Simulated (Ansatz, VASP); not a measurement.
# Two plane-wave programs on MgO

INCAR

```
  ALGO = Normal
  EDIFF = 1E-6
  ENCUT = 520
  GGA = PE
  ISIF = 2
  ISMEAR = 0
  LASPH = True
  LCHARG = False
  LREAL = False
  LWAVE = False
  NBANDS = 26
  NELM = 80
  PREC = Accurate
  SIGMA = 0.05
```

File KPOINTS:

```
k-points
0
Gamma
  9 9 2
```

Contents of POSCAR:

```
MgO
1.0
    3.3352000000      0.0000000000      0.0000000000
   -1.6676000000      2.8883679267      0.0000000000
    0.0000000000      0.0000000000     10.7943000000
Mg O
4 4
Direct
    0.3333333333      0.6666666667      0.9694906392
    0.0000000000      0.0000000000      0.2208211786
    0.0000000000      0.0000000000      0.7208211786
    0.6666666667      0.3333333333      0.4694906392
    0.3333333333      0.6666666667      0.7800420079
    0.0000000000      0.0000000000      0.5296443544
    0.0000000000      0.0000000000      0.0296443544
    0.6666666667      0.3333333333      0.2800420079
```

Input for Ansatz:

```yaml
crystal:
  lattice:
    - [3.3352, 0.0, 0.0]
    - [-1.6676, 2.8883679267, 0.0]
    - [0.0, 0.0, 10.7943]
  atoms:
    - { symbol: Mg, position: [0.3333333333, 0.6666666667, 0.9694906392] }
    - { symbol: Mg, position: [0.0, 0.0, 0.2208211786] }
    - { symbol: Mg, position: [0.0, 0.0, 0.7208211786] }
    - { symbol: Mg, position: [0.6666666667, 0.3333333333, 0.4694906392] }
    - { symbol: O, position: [0.3333333333, 0.6666666667, 0.7800420079] }
    - { symbol: O, position: [0.0, 0.0, 0.5296443544] }
    - { symbol: O, position: [0.0, 0.0, 0.0296443544] }
    - { symbol: O, position: [0.6666666667, 0.3333333333, 0.2800420079] }
basis:
  ecutwfc: 520.0
kpoints:
  mp_grid: { grid: [9, 9, 2] }
hamiltonian:
  xc: pbe
  pseudopotentials: { kind: paw, azcp: { folder: soft_1 } }
scf:
  occupations: { method: gaussian, width: 0.05 }
output:
  forces: true
  stress: true
  eigenvalues: true
```

Alike in both runs: task single point; functional PBE; k mesh 9 × 9 × 2; occupations gaussian, width 0.05 eV; no spin polarisation.

|  | VASP | Ansatz |
| --- | --- | --- |
| version | VASP 6.6.1 | Ansatz 0.2.0 |
| potentials or method | VASP PAW PBE potentials, release 64 (Mg, O) | scalar-relativistic, plane waves, PAW |
| plane-wave cutoff (eV) | 520 | 520 |
| valence electrons in the cell | 32 | 64 |

```tsv
	VASP	Ansatz	Ansatz less VASP
gap on the k mesh at the Fermi level (eV)	3.15	3.17	+0.019
least direct gap on the mesh (eV)	3.15	3.17	+0.019
pressure (GPa)	-6.4	-6.0	+0.44
largest component of the traceless stress (GPa)	0.97	0.97	0.000
rms of the force components (eV/Å)	0.039	0.039	-0.0006
```

Atom by atom the forces differ by 0.001 eV/Å (rms over components). With one functional, cell and mesh, what is left measures potentials, basis and numerics. The two sets of potentials don't hold the same shells in valence.

Expect the measured gap to be larger: semilocal functionals such as PBE lack the derivative discontinuity.
